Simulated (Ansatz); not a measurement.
**Relaxing barium (omega (AlB2-type))**

These are results of DFT, RPBE, plane waves (420 eV) with PAW, scalar-relativistic in Ansatz, not measurements. (PAW data from PBE, frozen cores regenerated.)

k-point mesh 5×5×7, Fermi-Dirac smearing 0.1 eV, no spin polarisation. Cell and atoms relax.

Starting structure:

```
CELL_PARAMETERS angstrom
7.06865 0.00000 0.00000
-3.53433 6.12163 0.00000
0.00000 0.00000 4.33308
ATOMIC_POSITIONS crystal
Ba 0.00000 0.00000 0.00000
Ba 0.33333 0.66667 0.50000
Ba 0.66667 0.33333 0.50000
```

Problem. What cell does the relaxation end in?

Solution. P6/mmm with a = 7.404 Å, c = 4.399 Å (c/a = 0.594); 69.61 Å³ per atom against 62.50 at the start (11.4 %).

Problem. How much energy does the relaxation gain?

Solution. 22.4 meV per atom.

Path of the relaxation (the plane waves are chosen anew near the end, which can shift the energy a little):

| step | E − E(final) (meV/atom) | V (Å³/atom) | P (GPa) | max force (eV/Å) |
| --- | --- | --- | --- | --- |
| 0 | 22.44 | 62.500 | 0.93 | 0.000 |
| 1 | 11.45 | 64.402 | 0.65 | 0.000 |
| 2 | 0.15 | 69.161 | 0.05 | 0.000 |
| 3 | 0.07 | 69.611 | 0.01 | 0.000 |
| 4 | 0.00 | 69.611 | 0.01 | 0.000 |
